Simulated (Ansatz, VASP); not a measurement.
# Pd in VASP and in Ansatz

```
CELL_PARAMETERS angstrom
0.00000 1.94650 1.94650
1.94650 0.00000 1.94650
1.94650 1.94650 0.00000
ATOMIC_POSITIONS crystal
Pd 0.00000 0.00000 0.00000
```

Alike in both runs: task single point; functional PBE; k mesh 5 × 5 × 5; occupations fermi-dirac, width 0.03 eV; no spin polarisation.

```csv
,VASP,Ansatz
version,VASP 6.6.1,Ansatz 0.2.0
potentials or method,"VASP PAW PBE potentials, release 64 (Pd), cutoff 520 eV","all-electron LAPW, scalar-relativistic"
```

Ansatz gave:

```
gap on the k mesh at the Fermi level (eV) : none
pressure (GPa)                            : 9.5
```

What did VASP give for the same quantities?

gap on the k mesh at the Fermi level (eV): none; pressure (GPa): 9.3.

A gap of «none» marks a metal or a gap that the smearing closes. Ansatz ran all-electron here, so the differences hold the error of VASP's frozen core and of both bases.

Caveats: the k mesh is coarse (spacing up to 0.56 Å⁻¹), so the values aren't converged; the k mesh is thin for a metal, which can move the energy by tens of meV per atom (Ansatz).
